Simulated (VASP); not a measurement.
A run of VASP 6.6.1 is set up as follows.

POSCAR

```
Tl
1.0
   -0.0497500000      2.3799570000      2.4696960000
    2.4271860000     -0.0960370000      2.5159830000
    2.3992170000      2.3982760000     -0.0680680000
Tl
1
Direct
    0.0140700000      0.0123330000     -0.0222180000
```

Contents of INCAR.step1:

```
SYSTEM = Tl
PREC     = Accurate       ! precision mode
ENCUT    = 520            ! plane-wave cutoff, eV
ISMEAR   = -1             ! smearing method
SIGMA    = 0.15           ! smearing width, eV
LREAL    = .FALSE.        ! projectors in reciprocal space
LASPH    = .TRUE.         ! aspherical terms in the spheres
NELM     = 100            ! most SCF steps
NBANDS   = 12             ! bands
GGA      = PE             ! functional
ALGO     = Normal         ! electronic algorithm
EDIFF    = 1E-4           ! SCF threshold, eV
LWAVE    = .TRUE.         ! write WAVECAR
LCHARG   = .FALSE.        ! write CHGCAR
```

File INCAR.step2:

```
SYSTEM = Tl
PREC     = Accurate       ! precision mode
ENCUT    = 520            ! plane-wave cutoff, eV
EDIFF    = 1E-6           ! SCF threshold, eV
ISMEAR   = -1             ! smearing method
SIGMA    = 0.15           ! smearing width, eV
LREAL    = .FALSE.        ! projectors in reciprocal space
LASPH    = .TRUE.         ! aspherical terms in the spheres
NELM     = 100            ! most SCF steps
ALGO     = Normal         ! electronic algorithm
ISIF     = 2              ! what is computed and relaxed
LWAVE    = .FALSE.        ! write WAVECAR
LCHARG   = .FALSE.        ! write CHGCAR
METAGGA  = R2SCAN         ! meta-GGA
LMIXTAU  = .TRUE.       
LUSE_VDW = .TRUE.       
IVDW_NL  = 2            
BPARAM   = 11.95        
CPARAM   = 0.0093       
NBANDS   = 12             ! bands
ISTART   = 1
```

KPOINTS

```
Automatic mesh
0
G
  9 9 9
  0 0 0
```

Potentials or basis: VASP PAW PBE potentials, release 64 (Tl_d).

Command:

```console
$ cat potpaw_PBE.64/Tl_d/POTCAR > POTCAR
$ cp INCAR.step1 INCAR
$ mpirun -np 1 vasp_std > vasp.out
$ cp INCAR.step2 INCAR
$ mpirun -np 1 vasp_std > vasp.out
```

Task: Predict the pressure.

Result: -1.0 GPa.

Task: Predict the band gap on the k mesh.

Result: None (metal or under the smearing width).

Stress tensor (GPa, compression positive):
```
-0.91  0.21 -0.09
 0.21 -0.85  0.20
-0.09  0.20 -1.20
```

Caveat: the PAW data sets were made with another functional, which shifts forces and pressure a little; pairwise dispersion overbinds metals, which lowers pressure and volume. The run has no spin-orbit coupling, so splittings on Tl are missing.
